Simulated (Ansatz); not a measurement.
Squeezing Tl (sc type)

```
Tl
1.0
     3.25160    0.00000    0.00000
     0.00000    3.25160    0.00000
     0.00000    0.00000    3.25160
Tl
1
Direct
  0.00000 0.00000 0.00000
```

The cell comes from a relaxation on PAW files under the same functional, begun from a prototype that needn't be the stable phase.

Its volume is scaled at fixed shape and fractional positions.

Computed with Ansatz 0.2.0; functional PBE, scalar-relativistic. Settings: a Γ-centred 12×12×12 k mesh, Fermi–Dirac smearing of 0.08 eV, no spin polarisation. Methods: LAPW: all electrons, basis error target 1 meV/atom; PAW: frozen-core files, cutoff 420 eV; crystal datasets: all electrons, by PAW datasets that the program makes for each cell; norm-conserving: pseudopotentials, cutoff 820 eV; PAW (cutoff 300 eV): frozen-core files, cutoff 300 eV.

Energies are extrapolated to zero smearing and count from the unscaled cell; pressure is positive in compression; gaps take the mesh and a band path. No temperature or zero-point motion is included.

Spin–orbit coupling is left out, which matters for the heavy atoms. The structure type is held throughout; the real material can change phase at far lower pressure.

| V/V0 | V (Å³/atom) | P LAPW (GPa) | ΔE LAPW (eV/atom) | P PAW − LAPW (GPa) | ΔE PAW − LAPW (meV/atom) |
| --- | --- | --- | --- | --- | --- |
| 1.00 | 34.38 | 0.01 | 0.000 | 0.00 | 0.0 |
| 0.90 | 30.94 | ? | 0.028 | -0.01 | 0.0 |
| 0.80 | 27.50 | 8.77 | ? | -0.01 | -0.2 |
| 0.70 | 24.07 | 20.2 | 0.441 | -0.01 | -0.4 |
| 0.60 | 20.63 | 44.6 | 1.104 | -0.01 | -0.7 |
| 0.50 | 17.19 | 101.7 | 2.584 | -0.01 | -1.0 |
| 0.40 | 13.75 | 252.3 | 6.098 | 0.21 | 0.5 |

**Question.** Give the missing entry: row "0.80", column "ΔE LAPW (eV/atom)".

**Answer.** 0.147.

**Question.** What belongs in the row "0.90", column "P LAPW (GPa)"?

**Answer.** 3.04.

**Question.** Fit the Vinet equation to the LAPW pressures over the whole range, with residuals weighted by 1/(|P| + 0.03·Pmax).

**Answer.** V0 = 34.66 Å³/atom, B0 = 17.3 GPa and B0′ = 6.71, and the fit misses no point by more than 4.6 GPa. A fit over so wide a range pins B0 less well than one near rest.

**Question.** At the smallest volume, how far do crystal datasets and norm-conserving and PAW (cutoff 300 eV) lie from LAPW in pressure?

**Answer.** crystal datasets: 0.00 GPa; norm-conserving: +1.66 GPa; PAW (cutoff 300 eV): +0.02 GPa, on a LAPW pressure of 252.3 GPa.

**Question.** How do the Löwdin populations by LAPW change from the unscaled cell to the last row?

**Answer.** Tl 5s 1.99 → 1.93, Tl 6s 1.52 → 1.03, Tl 5p 5.99 → 5.95, Tl 6p 1.52 → 2.19, Tl 5d 9.97 → 9.88 electrons an atom. These are projections on the shells that the free atoms fill; 0.01 e a cell lies outside them at the start and 0.02 e at the end.
